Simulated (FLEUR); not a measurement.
The system is CdTe.

```
Te Cd
1.0
     0.00000    3.20500    3.20500
     3.20500    0.00000    3.20500
     3.20500    3.20500    0.00000
Te Cd
1 1
Direct
  0.75000 0.75000 0.75000
  0.00000 0.00000 0.00000
```

Base run:

* Program: FLEUR MaX-R8.1 (patched build s14)
* Functional: PW91
* Potentials or basis: all-electron
* Basis: FLAPW
* Kmax: 3.8 1/bohr
* k mesh: 7 × 7 × 7
* Occupations: fermi-dirac, width 0.05 eV
* Spin: no spin polarisation

Its results: band gap on the k mesh 0.82 eV, direct.

Question: After a change of settings the same cell gave: band gap on the k mesh 0.73 eV, direct. Which change was it?
A. functional from PW91 to HSE06; k mesh from 7 × 7 × 7 to 4 × 4 × 4
B. functional from PW91 to LDA exchange alone (X-alpha)
C. functional from PW91 to Wu-Cohen GGA

Answer: C.

Caveats: spin-orbit coupling is left out, which moves the levels of the heavy elements.

Runs at the PBE level aren't shown here.
